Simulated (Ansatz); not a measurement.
Space group I4/mmm (No. 139). a = 3.824 Å, b = 3.824 Å, c = 8.564 Å, α = 90.00°, β = 90.00°, γ = 90.00°
```tsv
atom	site	symmetry	x	y	z
Ti	2a	4/mmm	0.0000	0.0000	0.0000
Al	2b	4/mmm	0.5000	0.5000	0.0000
Al	4d	-4m2	0.0000	0.5000	0.2500
```

Equation of state of this TiAl3 structure (not necessarily the ground state), with shape and atoms relaxed at each volume where symmetry leaves them free. It has no gap at any of these volumes. Method: DFT r2SCAN, scalar-relativistic, plane waves, PAW in Ansatz.

Settings: cutoff 500 eV, Γ-centred mesh 16×16×16 on the computed 4-atom cell, Gaussian smearing of 0.10 eV; no spin polarisation.

```tsv
V (Å³/atom)	E − E(largest V) (meV/atom)	P (GPa)
14.714	3.51	8.02
15.184	-13.45	3.68
15.654	-18.64	-0.04
16.123	-13.67	-3.25
16.593	0.00	-6.00
```

**Question.** Fit a third-order Birch–Murnaghan equation to E(V).

**Answer.** V0 = 15.65 Å³/atom, B0 = 115 GPa, B0' = 4.0.